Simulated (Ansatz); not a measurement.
# Dielectric function and optical constants of HfO2, part 2 of 2

What colour and refractive index does HfO2 have at this level of theory?

Ansatz 0.2.0; DFT, PBE, plane-wave PAW, default files, scalar-relativistic, independent-particle optical response without local fields.

So far, electronic dielectric constant ε∞, mean over x, y and z (by symmetry where fewer were run): step 3 (spectrum) 5.49.

### 4. Static response with local fields

A static field by perturbation theory: the induced potential is included, and the Born charges come with it.

This step: DFT, PBE, plane-wave PAW, default files, scalar-relativistic, static field response by perturbation theory with local fields (Ansatz 0.2.0).

Input file input.yaml:

```yaml
crystal:
  lattice:
    - [0.0, 2.5575, 2.5575]
    - [2.5575, 0.0, 2.5575]
    - [2.5575, 2.5575, 0.0]
  atoms:
    - { symbol: Hf, position: [0.0, 0.0, 0.0] }
    - { symbol: O, position: [0.75, 0.75, 0.75] }
    - { symbol: O, position: [0.25, 0.25, 0.25] }
kpoints:
  mp_grid: { grid: [8, 8, 8] }
scf:
  occupations: { method: fixed }
hamiltonian:
  xc: pbe
  pseudopotentials: { kind: paw }
dielectric: {}
```

Started as:

```sh
$ ansatz run input.yaml --threads 4 --pin off --max-ram 8192MiB --backend cpu --events-out ev --progress --plain --runs-dir out
```

Numbers of over 12 decimals in the logs are rounded to 6 here.

The program printed:

```text
[...]
Crystal: 3 atoms, lattice volume = 33.456 Å³
Basis set: ecut = 420 eV, 645 PW (Γ), exchange–correlation on 50×50×50 points (8 copies of the dense FFT grid, shifted against one another)
Bands: 23, of which v1, the nominal top of the filled ones, is band 19 counted from 1 (18 counted from 0)
Symmetry: 48 space group operations
k-points: 59 of 512 (irreducible under 8 space group operations, time reversal used)
[...]
SCF iter   1: F=—  HF=-16861.406430 eV  |F-HF|=—  |Δ(HF+E_count)|=         —  Δρ=2.41e-3  dr2=1.41e-3  ethr=1.77e-3  ⟨swp⟩=4.0  Hψ=4403  notcnv=0  defer=118
[...]
SCF iter   9: F=-16861.407420 eV  HF=-16861.407420 eV  |F-HF|=0.00e0  |Δ(HF+E_count)|=  1.31e-10  Δρ=2.11e-7  dr2=1.11e-11  ethr=1.00e-12  ⟨swp⟩=4.1  Hψ=4661  notcnv=0
SCF 1 converged in 9 iterations: F = -16861.407420 eV  dr2 = 1.11e-11
[...]
DFPT response loops at Γ: preconditioner auto → none (the input reference at scf.mixing.eps_inf says where Resta's filter doesn't serve); β = 0.50; Broyden in place of MSR1
SCF converged after 9 iterations
Free energy (F): -16861.407420 eV
[...]
Internal energy: -16861.407420 eV  (E = F + TS)
E sigma→0 (E₀):  -16861.407420 eV
Fermi energy:    15.524937 eV
[...]
--- Band table (eV; the first three rows and the last of 59) ---
  k-point 0: bands = [... 15 lower, 10.2960, 14.9190, 14.9190, 14.9190, 19.3478, 19.3478, 21.1025, 25.6339]
  k-point 1: bands = [... 15 lower, 10.7045, 14.4602, 14.6441, 14.6441, 19.6196, 19.6196, 21.7148, 24.9730]
  k-point 2: bands = [... 15 lower, 11.6508, 13.5538, 14.1358, 14.1358, 20.0282, 20.0282, 22.3826, 24.4686]
  k-point 58: bands = [... 15 lower, 12.9924, 12.9924, 14.1270, 15.3237, 20.2410, 20.5643, 22.3829, 22.3829]
--- Dielectric response (ions clamped): 1 representative field direction + reference, on 59 of 512 k-points (Σ response iterations 7) ---
  k mesh reduced under 8 symmetry operations, with k and −k counted as one. Each operation leaves every solved perturbation unchanged. A smaller set is not considered because the run solves the response to a homogeneous field
  ε∞ (high-frequency dielectric tensor):
        5.310991    -0.000000    -0.000000
        0.000000     5.310991     0.000000
        0.000000    -0.000000     5.310991
  Born effective charges Z* (e; rows j = field, columns β = displacement):
    site 0:
         5.53989   -0.00000    0.00000
         0.00000    5.53989    0.00000
         0.00000   -0.00000    5.53989
    site 1:
        -2.76995    0.00000   -0.00000
         0.00000   -2.76995   -0.00000
         0.00000    0.00000   -2.76995
    site 2:
        -2.76995    0.00000   -0.00000
         0.00000   -2.76995   -0.00000
         0.00000    0.00000   -2.76995
  Z* charge neutrality: 1.987e-5 e pre-enforcement
  k-mesh period / interband length: 28.9 Å / 1.37 Å = 21.20 at k = (0.0000, 0.0000, 0.0000), direct gap 4.429 eV — 14 or more, which is no proof of convergence
```

It took 5.8 s on 4 threads of Arm Neoverse V1, shared host; peak memory 0.38 GiB; 18 s of CPU time.

This step gave:

| Property | Result |
| --- | --- |
| electronic dielectric constant ε∞, mean over x, y and z (by symmetry where fewer were run) | 5.311 |

ε∞ with local fields:

```
5.31 0.00 0.00
0.00 5.31 0.00
0.00 0.00 5.31
```

Diagonal elements. Born, by row:

| atom | Z*xx (e) | Z*yy (e) | Z*zz (e) |
| --- | --- | --- | --- |
| Hf1 | 5.54 | 5.54 | 5.54 |
| O2 | -2.77 | -2.77 | -2.77 |
| O3 | -2.77 | -2.77 | -2.77 |

Mean Born charges are Hf +5.54 and O -2.77, against formal valences of +4 and -2. That of Hf exceeds its valence by 38 %, the mark of charge moving along hybridised bonds as the atoms shift.

### 5. Results

| Quantity | Value |
| --- | --- |
| gap on the path | 3.72 eV |
| least direct gap on the path | 3.72 eV |
| electronic dielectric constant ε∞, mean over x, y and z (by symmetry where fewer were run) (independent particles) | 5.49 |
| absorption onset, first axis (α over 10⁴ cm⁻¹, or the direct gap if that lies higher) | 4.35 eV |
| main peak of Im epsilon, first axis | 9.10 eV |
| centre of weight of the strongest loss peak in the window, first axis | 14.7 eV |
| electronic dielectric constant ε∞, mean over x, y and z (by symmetry where fewer were run) (static response with local fields) | 5.31 |

What this shows: At this level (PBE, independent particles) HfO2 has ε∞ = 5.49 (5.31 with local fields) and n = 2.35 at 1550 nm; absorption sets in near 4.4 eV, and Im ε peaks at 9.1 eV. The gap on the path is direct, 3.72 eV. The absorption coefficient passes 10⁴ cm⁻¹ only at 4.35 eV, 0.63 eV above the least direct gap: the lowest transitions are weak or forbidden for this polarisation, or few states take part. The strongest loss structure up to 20 eV has its centre of weight at 14.7 eV; a free-electron gas of the 19.0 electrons in the f-sum would put its plasmon at 28.0 eV. Distinct maxima of Im ε, read by a parabola through the highest points, lie at 5.17 eV (4.8), 7.84 eV (10), 8.61 eV (10) and 9.10 eV (12). The f-sum over the summed bands holds 19.0 of the cell's 38 electrons outside the frozen cores, 26 of which lie in bands more than 12 eV below the Fermi level, whose transitions come at higher energies. Up to 20 eV the strength has a mean oscillator energy of 9.2 eV, and these transitions give 86 % of ε∞ − 1 along x; the rest comes from higher ones. Through 1 µm of it, D65 light comes out colourless, dimmed by reflection (x = 0.314, y = 0.331; 70 % transmitted). With local fields and the functional's kernel the static response is 5.31 against 5.49 for independent particles (-3 %). In the base spectrum excitons and phonon-assisted transitions are missing, and so are local fields; PBE gaps are as a rule too small, which pulls the onset down and ε∞ up. In the base run ε includes the program's bounded estimate of what the bands above those summed add. Spin-orbit coupling is left out although heavy atoms are present.

[Logs are printed without paths, hosts, clocks, repeated set-up lines and the standing remarks that a program may print on its own settings, such as how far it seeks lower states.]

[Hosts, paths, dates, database ids (printed as entryN), source tags and the programs' standing remarks are cut or masked in the printed files.]
